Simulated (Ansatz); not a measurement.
A (100) slab of Al (Fm-3m (No. 225)), 6 planes, outer planes Al (top) and Al (bottom), with 6 atoms (Al6) in a surface cell of A = 8.062 Å², as cut from the bulk:

```xyz
6
Lattice="2.8394 0.0000 0.0000 0.0000 2.8394 0.0000 0.0000 0.0000 25.0389" Properties=species:S:1:pos:R:3 pbc="T T T"
Al    1.4197    1.4197    7.5000
Al    0.0000    0.0000    9.5078
Al    1.4197    1.4197   11.5156
Al    0.0000    0.0000   13.5233
Al    1.4197    1.4197   15.5311
Al    0.0000    0.0000   17.5389
```

Theory: Ansatz, DFT PBEsol, scalar-relativistic, plane waves, PAW. Plane waves to 420 eV, a k mesh through Γ of 12×12×1 on the computed 6-atom cell and Gaussian smearing (0.10 eV); no spin polarisation. The cell repeats along c with a dipole correction in the vacuum.

Against the same 6 atoms in the bulk, the slab as cut lies 1.087 eV higher and the relaxed slab 1.085 eV higher.

Task: Work out the surface energy before and after relaxation.

Result: The slab has two faces, so γ = (E_slab − N·E_bulk)/(2A), the mean of both. As cut: 1.087/(2 × 8.062) = 0.0674 eV/Å², and 1 eV/Å² = 16.02 J/m², so γ = 1.08 J/m². Relaxed: 1.085/(2 × 8.062) = 0.0673 eV/Å² = 1.08 J/m². Relaxation recovers 0.2 % of the cost of cutting.

Task: A cut through this plane breaks about 4 nearest-neighbour bonds a surface cell. What does each broken bond cost, before relaxation?

Result: One cut makes two faces and costs 2γA = 1.087 eV, shared by 4 bonds: 0.27 eV a bond. In a metal this is less than the cohesive energy a bond, since the bonds that remain at the surface strengthen.

Task: What is the ideal work of this cut, per area?

Result: Griffith's ideal work is 2γ: 2.16 J/m², whether the new faces relax or not. One thickness was run, 6 planes, so γ can still shift with it.